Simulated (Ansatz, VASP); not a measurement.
# Two plane-wave programs on Rb

Contents of INCAR:

```
SYSTEM = Rb
  ALGO = Fast
  EDIFF = 1E-6
  ENCUT = 520
  GGA = PS
  ISIF = 2
  ISMEAR = -1
  LASPH = .True.
  LCHARG = .False.
  LREAL = .False.
  LWAVE = .False.
  NBANDS = 10
  NELM = 100
  PREC = Accurate
  SIGMA = 0.05
```

File KPOINTS:

```
k-points
0
Gamma
  7 7 7
  0 0 0
```

Contents of POSCAR:

```
Rb
1.0
   -2.9208720000      2.8264060000      2.7124160000
    2.9162840000     -2.8591040000      2.7405260000
    2.8432880000      2.7815200000     -2.7451140000
Rb
1
Direct
    0.0022960000     -0.0052890000     -0.0053710000
```

File input.yaml:

```yaml
crystal:
  lattice:
    - [-2.920872, 2.826406, 2.712416]
    - [2.916284, -2.859104, 2.740526]
    - [2.843288, 2.78152, -2.745114]
  atoms:
    - { symbol: Rb, position: [0.002296, -0.005289, -0.005371] }
hamiltonian:
  xc: pbesol
  pseudopotentials: { kind: paw }
kpoints:
  mp_grid: { grid: [7, 7, 7] }
scf:
  occupations: { method: fermi_dirac, width: 0.05 }
output:
  forces: true
  stress: true
  eigenvalues: true
  write_density: true
  write_potential: true
  elf: true
  volumetric_format: npy
```

Change from the starting cell: cell strained at random at fixed volume.

Alike in both runs: task single point; functional PBEsol; k mesh 7 × 7 × 7; occupations fermi-dirac, width 0.05 eV; no spin polarisation.

```csv
,VASP,Ansatz
version,VASP 6.6.1,Ansatz 0.2.0
potentials or method,"VASP PAW PBE potentials, release 64 (Rb_sv)",Ansatz PAW
plane-wave cutoff (eV),520,420
valence electrons in the cell,9,9
```

|  | VASP | Ansatz | Ansatz less VASP |
| --- | --- | --- | --- |
| gap on the k mesh at the Fermi level (eV) | none | none | - |
| pressure (GPa) | -0.1 | -0.1 | 0.00 |
| largest component of the traceless stress (GPa) | 0.07 | 0.07 | 0.000 |

A gap of «none» marks a metal or a gap that the smearing closes. The functional is the same, so the differences come from potentials, cutoffs and numerics.

Caveats: the PAW data sets were made with another functional, which shifts forces and pressure a little (VASP); the PAW data sets come from PBE, with cores solved anew for the run's functional, which leaves a small shift of forces and pressure (Ansatz).
